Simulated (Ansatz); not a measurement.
# TiB2 (P6/mmm) in Ansatz: further runs

Runs on TiB2. Level: LDA+U. Tasks: projected density of states.

Program: Ansatz 0.2.0. These are calculated values, not measurements. Logs are shortened: lines on timing, memory, paths and dates and some standing lists are left out, and cuts for length are marked.

## Step 1: The structure

It takes space group P6/mmm (No. 191, hexagonal). Conventional cell: a = 3.029 Å, b = 3.029 Å, c = 3.228 Å, α = 90.00°, β = 90.00°, γ = 120.00°. Ti (site symmetry 6/mmm) is surrounded by 12 B at 2.38 Å. B (site symmetry -6m2) is surrounded by 3 B at 1.75 Å.

## Step 2: Projected density of states, LDA+U

input.yaml reads:

```yaml
crystal:
  lattice:
    - [3.0292, 0.0, 0.0]
    - [-1.5146, 2.6233641531, 0.0]
    - [0.0, 0.0, 3.2284]
  atoms:
    - { symbol: Ti, position: [0.0, 0.0, 0.0] }
    - { symbol: B, position: [0.6666666667, 0.3333333333, 0.5] }
    - { symbol: B, position: [0.3333333333, 0.6666666667, 0.5] }
hamiltonian:
  xc: lda
  pseudopotentials: { kind: paw }
  hubbard: { sites: [{ species: Ti, l: d, u_eff: 4.0 }] }
kpoints:
  mp_grid: { grid: [10, 10, 8] }
scf:
  occupations: { method: fermi_dirac, width: 0.05 }
  n_extra_bands: 7
output:
  forces: true
  stress: true
  eigenvalues: true
  dos: { projected: true, de: 0.05, nscf_kmesh: { grid: [15, 15, 12] } }
```

Potentials or basis: Ansatz PAW.

Command:

```console
ansatz run input.yaml --threads 2 --pin off --max-ram 5632MiB --backend cpu --events-out ev --progress --plain --runs-dir out
```

Standard output:

```text
Warning: RAYON_NUM_THREADS=2 ignored (pool sized by the plan → 2); use --threads N
Ti: projections on atomic orbitals take those of the free atom [Ne] 3s2 3p6 3d2 4s2, of charge +0.00 (hamiltonian.pseudopotentials.projection_atoms); the dataset's partial waves leave at most 4.1e-7 of an orbital's norm unspanned inside its sphere
B: projections on atomic orbitals take those of the free atom [He] 2s2 2p1, of charge +0.00 (hamiltonian.pseudopotentials.projection_atoms); the dataset's partial waves leave at most 3.0e-9 of an orbital's norm unspanned inside its sphere
scf.n_extra_bands = 7 over 9 filled bands (N_el = 18.0): the run solves 16 bands
Engine: ansatz 0.2.0, aarch64-unknown-linux-gnu
Pseudopotentials: kind: paw
Pseudopotential: Ti, paw, valence charge 12, recommended cutoff 420 eV (normal), Ti.paw.azcp
Pseudopotential: B, paw, valence charge 3, recommended cutoff 420 eV (normal), B.paw.azcp
Functional definition: SPW92
  exchange = slater_x
  correlation = pw_c
Crystal: 3 atoms, lattice volume = 25.655 Å³
Basis set: ecut = 420 eV, 503 PW (Γ)
Bands: 16, of which v1, the nominal top of the filled ones, is band 9 counted from 1 (8 counted from 0)
Symmetry: 24 space group operations
Space group: P6/mmm (ITA 191), of the structure as read, at distance tolerance 2.9e-5 Å
k-points: 70 of 800
Non-local potential: Ti, projectors of the file, l = 0: 3, l = 1: 2, l = 2: 3, l = 3: 1
Non-local potential: B, projectors of the file, l = 0: 2, l = 1: 2, l = 2: 1
PAW form: soft (Blöchl's): semilocal exchange-correlation on the pseudo side does not see the compensation charge
PAW frozen core: Ti, regenerated for the run's functional, and the local potential with it (the file was generated under x = pbe(κ = 0.804, μ = 0.2195149727645171), c = pbe(β = 0.06672455060314922))
PAW frozen core: B, regenerated for the run's functional, and the local potential with it (the file was generated under x = pbe(κ = 0.804, μ = 0.2195149727645171), c = pbe(β = 0.06672455060314922))
PAW one-centre angular grid: Ti, 590 points (default); XC on 64 Gauss nodes
PAW one-centre angular grid: B, 110 points (default); XC on 64 Gauss nodes
Initial density: superposition of atomic densities (chi_scale 0.1, normalization cell, long waves kept (reshape's long-wave potential 0.00 eV rms))
Initial wavefunctions: pseudopotential atomic-orbital guess
Functional: x = slater, c = lda
SCF iter   1: F=—  HF=-2751.071705 eV  |F-HF|=—  |Δ(HF+E_count)|=         —  Δρ=1.32e-1  dr2=7.22e0  ethr=3.10e-3  ⟨swp⟩=5.1  Hψ=5034  notcnv=0
preconditioner: auto → none  [metal: Δε(μ)=0.076 eV  Ē_g=11.677 eV  σ=0.050 eV  W_gap=0.35  n_scr=8 (ndim 8)  ℏωp=23.2 eV  f_vac=0.000  D(μ)=0.81/eV (n_scr^D=2)  sad-step TF]
SCF iter   2: F=—  HF=-2749.230225 eV  |F-HF|=—  |Δ(HF+E_count)|=    1.84e0  Δρ=3.97e-2  dr2=6.50e-1  ethr=3.10e-3  ⟨swp⟩=2.7  Hψ=2719  notcnv=0  defer=121
SCF iter   3: F=—  HF=-2749.153582 eV  |F-HF|=—  |Δ(HF+E_count)|=   7.66e-2  Δρ=1.80e-2  dr2=9.18e-2  ethr=3.10e-3  ⟨swp⟩=2.1  Hψ=1975  notcnv=0  defer=119
SCF iter   4: F=—  HF=-2749.170420 eV  |F-HF|=—  |Δ(HF+E_count)|=   1.68e-2  Δρ=4.81e-3  dr2=3.83e-3  ethr=5.10e-4  ⟨swp⟩=2.7  Hψ=1928  notcnv=0  defer=117
SCF iter   5: F=—  HF=-2749.172541 eV  |F-HF|=—  |Δ(HF+E_count)|=   2.12e-3  Δρ=7.37e-4  dr2=7.07e-5  ethr=2.13e-5  ⟨swp⟩=2.0  Hψ=1961  notcnv=0  defer=117
SCF iter   6: F=—  HF=-2749.172626 eV  |F-HF|=—  |Δ(HF+E_count)|=   8.45e-5  Δρ=1.32e-4  dr2=2.60e-6  ethr=3.93e-7  ⟨swp⟩=2.0  Hψ=1678  notcnv=0  defer=117
SCF iter   7: F=—  HF=-2749.172627 eV  |F-HF|=—  |Δ(HF+E_count)|=   1.56e-6  Δρ=4.12e-5  dr2=5.45e-7  ethr=1.44e-8  ⟨swp⟩=2.0  Hψ=1624  notcnv=0  defer=117
SCF iter   8: F=-2749.172627 eV  HF=-2749.172627 eV  |F-HF|=1.01e-8  |Δ(HF+E_count)|=   6.99e-8  Δρ=7.93e-6  dr2=1.72e-8  ethr=5.56e-10  ⟨swp⟩=6.7  Hψ=5322  notcnv=0
the search or the solves at the SCF's close seem to have found levels that the self-consistency loop had missed (the run counts 1). By its estimate they hold under 1e-12 electrons; where the run keeps them, the occupations were computed again with them
SCF 1 converged in 8 iterations: F = -2749.172627 eV  dr2 = 1.72e-8
NSCF: frozen V_eff on 189 k-points
SCF converged after 8 iterations
Free energy (F): -2749.172627 eV
Harris-Foulkes:  -2749.172627 eV  (|F-HF|=1.01e-8)
Internal energy: -2749.165532 eV  (E = F + TS)
E sigma→0 (E₀):  -2749.169080 eV
Entropy (-TS):   -0.007096 eV (-2.365 meV/atom)
Fermi energy:    15.283326 eV
--- Per-component energies (eV) ---
  E_band       = -96.882930
  E_kinetic    = 375.913555
  E_local      = -788.149515  (includes V_loc(G=0)·N_el)
  E_nonlocal   = 32.749937
  E_hartree    = 329.599539
  E_xc         = -164.271905
  E_vxc        = -202.519452  (∫ρ·V_xc dr)
  E_hubbard    = 4.031219  (on-site DFT+U / exact-exchange correction)
  E_vhub       = 2.445396  (the Hubbard potential's part of the band-sum identity)
  E_paw        = -1143.273134  (= ΣΔE_a)
  E_vpaw       = -176.517944  (= ΣTr[D̂ρ^β])
  E_aug_tail   = 0.000071  (compensation charges beyond the density's cutoff)
  E_ewald      = -1396.182920
  E_core_change = 0.417619  (= ΣΔE_core)
  E_smearing   = -0.007096  (= −TS)
  E_closure    = 0.000000  (closes the sum)
  Σ components = -2749.172627   (vs F -2749.172627, Δ=0.00e0)
--- Forces (eV/Å), atoms counted from 1 ---
  atom   1  Ti    -0.00000000     0.00000000     0.00000000
  atom   2  B      0.00000000     0.00000000     0.00000000
  atom   3  B     -0.00000000    -0.00000000     0.00000000
  max |Σ_I F_I| component: 5.55e-17 eV/Å
--- Stress (GPa, compression-positive) ---
       -8.515382       0.000000      -0.000000
        0.000000      -8.515382      -0.000000
       -0.000000      -0.000000      -5.995576
  P = ⅓ Tr σ = -7.6754 GPa (-76.754 kbar)
--- Band table (eV; the first three rows and the last of 70) ---
  k-point 0: bands = ["-42.0160", "-18.6677", "-18.3288", "-18.3288", "1.6758", "12.6069", "12.6069", "12.7069", "13.4067", "17.2151", "17.2151", "18.7937", "18.7937", "20.8001", "20.8001", "22.0835"]
  k-point 1: bands = ["-42.0135", "-18.6963", "-18.3264", "-18.3264", "1.8816", "11.3083", "12.7684", "12.7684", "14.5866", "16.7329", "16.7329", "18.4514", "18.4514", "21.5496", "21.5496", "21.9927"]
  k-point 2: bands = ["-42.0073", "-18.7653", "-18.3208", "-18.3208", "2.4528", "9.5819", "13.2397", "13.2397", "15.7868", "15.9357", "15.9357", "17.5697", "17.5697", "21.7930", "23.0785", "23.0785"]
  k-point 69: bands = ["-41.9406", "-18.7618", "-18.6130", "-18.5378", "6.3009", "7.2817", "9.4352", "11.7452", "12.1294", "17.8962", "19.0330", "19.2811", "19.5425", "20.1021", "21.9514", "25.7152"]
Occupation matrices written to <dir>
```

Wall time 3.9 s (2 threads of Arm Neoverse V1, shared host); peak memory 0.32 GiB.

Results:

```
Free energy                          : -2749.1726 eV
Pressure                             : -7.7 GPa
Band gap on the k mesh               : none (metal or under the smearing width)
Density of states at the Fermi level : 0.27 states/eV per cell
```

Stress tensor (GPa, compression positive):
```
-8.52  0.00  0.00
 0.00 -8.52  0.00
 0.00  0.00 -6.00
```

States per cell in windows of 1 eV (zero at the Fermi level; states under -8 eV left out):
```
from (eV)  total  Ti 3d  B 2p  B 2s  Ti 4s  Ti 3p  Ti 3s
     -8.0   0.62   0.08  0.36  0.14   0.01   0.01   0.01
     -7.0   0.68   0.10  0.43  0.09   0.03   0.01   0.02
     -6.0   0.91   0.15  0.64  0.07   0.03   0.01   0.02
     -5.0   1.23   0.24  0.89  0.05   0.03   0.02   0.01
     -4.0   1.84   0.52  1.24  0.02   0.02   0.03   0.00
     -3.0   1.02   0.49  0.52  0.01   0.00   0.01   0.00
     -2.0   0.88   0.64  0.22  0.01   0.01   0.00   0.00
     -1.0   0.43   0.34  0.07  0.00   0.00   0.00   0.00
      0.0   0.70   0.59  0.10  0.00   0.00   0.00   0.00
      1.0   1.68   1.39  0.24  0.02   0.00   0.00   0.00
      2.0   2.98   2.52  0.37  0.05   0.01   0.00   0.00
      3.0   1.57   1.08  0.35  0.11   0.01   0.00   0.00
      4.0   1.02   0.59  0.27  0.10   0.04   0.00   0.00
      5.0   0.91   0.34  0.41  0.07   0.04   0.00   0.00
      6.0   1.31   0.26  0.78  0.14   0.03   0.00   0.00
      7.0   1.16   0.12  0.40  0.38   0.11   0.00   0.01
```

Eigenvalues of the final occupation matrices:
| site | spin | trace | eigenvalues |
| --- | --- | --- | --- |
| site 1 | 1 | 1.40 | 0.25 0.28 0.28 0.30 0.30 |

Caveat: U without spin polarisation on a metal has little footing; the PAW data sets come from PBE, with cores solved anew for the run's functional, which leaves a small shift of forces and pressure; the U is typed as a test and isn't derived for this compound; the density of states is complete only up to the lowest level of the last band computed.

(Continued in part 2 of 2.)
